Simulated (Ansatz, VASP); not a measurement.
## BaTiO3 in VASP and in Ansatz

```
Ba Ti O
1.0
     3.99980    0.00000    0.00000
     0.00000    3.99980    0.00000
     0.00000    0.00000    4.01800
Ba Ti O
1 1 3
Direct
  0.00000 0.00000 0.00000
  0.50000 0.50000 0.49000
  0.00000 0.50000 0.51700
  0.50000 0.00000 0.51700
  0.50000 0.50000 0.01900
```

Alike in both runs: task relaxation of cell and atoms; functional RPBE; dispersion D4; k mesh 7 × 7 × 7; occupations fermi-dirac, width 0.05 eV; no spin polarisation.

```csv
,VASP,Ansatz
version,VASP 6.6.1,Ansatz 0.2.0
potentials or method,"VASP PAW PBE potentials, release 64 (Ba_sv, Ti_sv, O)",Ansatz PAW
plane-wave cutoff (eV),600,420
valence electrons in the cell,40,40
```

Ansatz gave:

| Quantity | Value |
| --- | --- |
| relaxed volume (Å³/atom) | 13.21 |
| relaxed cell length with the largest relative difference (Å) | 4.174 |
| energy change over the relaxation (meV/atom) | -6 |

Task: Which values does VASP return?

Result: Relaxed volume (Å³/atom): 13.36; relaxed cell length with the largest relative difference (Å): 4.201; energy change over the relaxation (meV/atom): -8.

Caveats: the PAW data sets were made with another functional, which shifts forces and pressure a little (VASP); the plane-wave basis is chosen anew once the cell has moved, so the energies of steps on either side of that aren't comparable (Ansatz); the pressure holds a Pulay correction of +0.5 GPa for the finite cutoff (Ansatz); the PAW data sets come from PBE, with cores solved anew for the run's functional, which leaves a small shift of forces and pressure (Ansatz). Zero-point motion and thermal expansion aren't in these numbers. A k mesh can miss the band edges.
